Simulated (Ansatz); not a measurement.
**CdS: equation of state with PBE0**

Crystal: CdS.

```
Cd S
1.0
     0.00000    2.75324    2.75324
     2.75324    0.00000    2.75324
     2.75324    2.75324    0.00000
Cd S
1 1
Direct
  0.00000 0.00000 0.00000
  0.50000 0.50000 0.50000
```

Measurements of this composition are mostly on another form, of space group No. 186.

```
Program             : Ansatz 0.2.0
Task                : equation of state
Functional          : PBE0
Potentials or basis : Ansatz PAW
Cutoff              : 420 eV
Density cutoff      : 1680 eV
k mesh              : 4 × 4 × 4
Occupations         : fermi-dirac, width 0.05 eV
Spin                : no spin polarisation
```

```yaml
Equilibrium_volume: 20.33 Å³/atom
Bulk_modulus: 82 GPa
Pressure_derivative_of_the_bulk_modulus: "4.7 (rough: it moves with the points fitted)"
```

Energy against volume, from the lowest point:
```
volume (Å³/atom)  energy (meV/atom)
          19.618               6.64
          20.036               0.92
          20.453               0.00
          20.871               3.44
          21.288              10.34
          21.705              20.80
          22.123              34.20
```

All runs of the series together: 47 s on 2 threads of Arm Neoverse V1 (shared host).

Caveat: the k mesh is coarse (spacing up to 0.49 Å⁻¹), so the values aren't converged, least of all with exact exchange; the PAW data sets were made with another functional, which shifts forces and pressure a little.
